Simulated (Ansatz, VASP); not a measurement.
**CdS in VASP and in Ansatz**

```
CELL_PARAMETERS angstrom
0.00000 2.77559 2.72678
2.77559 0.00000 2.72678
2.77559 2.77559 0.00000
ATOMIC_POSITIONS crystal
Cd 0.00000 0.00000 0.00000
S 0.50000 0.50000 0.50000
```

Change from the starting cell: biaxial_xy strain +1.8%.

Alike in both runs: task single point; functional r2SCAN; k mesh 8 × 8 × 8; no spin polarisation.

|  | VASP | Ansatz |
| --- | --- | --- |
| version | VASP 6.6.1 | Ansatz 0.2.0 |
| potentials or method | VASP PAW PBE potentials, release 64 (Cd, S) | plane waves, PAW |
| plane-wave cutoff (eV) | 520 | 500 |
| occupations | gaussian, width 0.01 eV | fixed |
| valence electrons in the cell | 18 | 26 |

Ansatz gave:

| Item | Value |
| --- | --- |
| gap on the k mesh at the Fermi level (eV) | 0.66 |
| pressure (GPa) | -2.6 |
| largest component of the traceless stress (GPa) | 0.76 |

Question: Which values does VASP return?

Answer: gap on the k mesh at the Fermi level (eV): 0.64; pressure (GPa): -2.2; largest component of the traceless stress (GPa): 0.80.

The two sets of potentials don't hold the same shells in valence.

Caveats: the PAW data sets were made with another functional, which shifts forces and pressure a little (VASP). A k mesh can miss the band edges.
